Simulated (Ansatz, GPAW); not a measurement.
# One calculation of Al2Cu, 3 ways

```
Cu Al
1.0
     4.10518    0.00000    0.00000
     0.00000    4.10518    0.00000
     0.00000    0.00000    2.89131
Cu Al
1 2
Direct
  0.99603 0.00616 0.00241
  0.00938 0.49706 0.46823
  0.50601 0.99013 0.49754
```

The cell comes from a database or a generator and needn't be the stable form of this composition.

Atoms were shifted at random by some hundredths of an Å from the given cell, which wasn't relaxed again for these runs.

Alike in all runs: task single point; functional PBEsol; k mesh 7 × 7 × 9; occupations fermi-dirac, width 0.05 eV; no spin polarisation; no spin-orbit coupling. Pressure is positive in compression and, in plane waves, holds the error of the finite cutoff, which Ansatz's Pulay term estimates and takes out.

| program and potentials | plane-wave cutoff (eV) | notes | pressure (GPa) | largest force (eV/Å) | energy over the undisturbed cell (meV/atom) |
| --- | --- | --- | --- | --- | --- |
| Ansatz, Ansatz PAW | 420 | potentials made for PBE, which Ansatz adapts in part; 8.33 valence electrons an atom on average; Pulay term of +0.06 GPa included | -2.10 | 0.467 | 8.30 |
| Ansatz, all-electron LAPW, scalar-relativistic | - | - | -2.11 | 0.466 | - |
| GPAW, PAW data sets generated for this functional | 600 | 5.67 valence electrons an atom on average; this data set often lies off other programs | -1.57 | 0.474 | 8.41 |

Force on atom 1 (Cu), eV/Å:

```json
{"program and potentials": "Ansatz, Ansatz PAW", "x": "0.251", "y": "-0.236", "z": "-0.314"}
{"program and potentials": "Ansatz, all-electron LAPW, scalar-relativistic", "x": "0.251", "y": "-0.236", "z": "-0.314"}
{"program and potentials": "GPAW, PAW data sets generated for this functional", "x": "0.254", "y": "-0.239", "z": "-0.321"}
```

The pressure spans -2.11 (Ansatz, all-electron LAPW, scalar-relativistic) to -1.57 GPa (GPAW, PAW data sets generated for this functional), with all-electron results at -2.11.

Differences between rows come from potentials, basis sets and numerical settings, since the functional is the same but for its coding. Runs on potential files found faulty are left out.
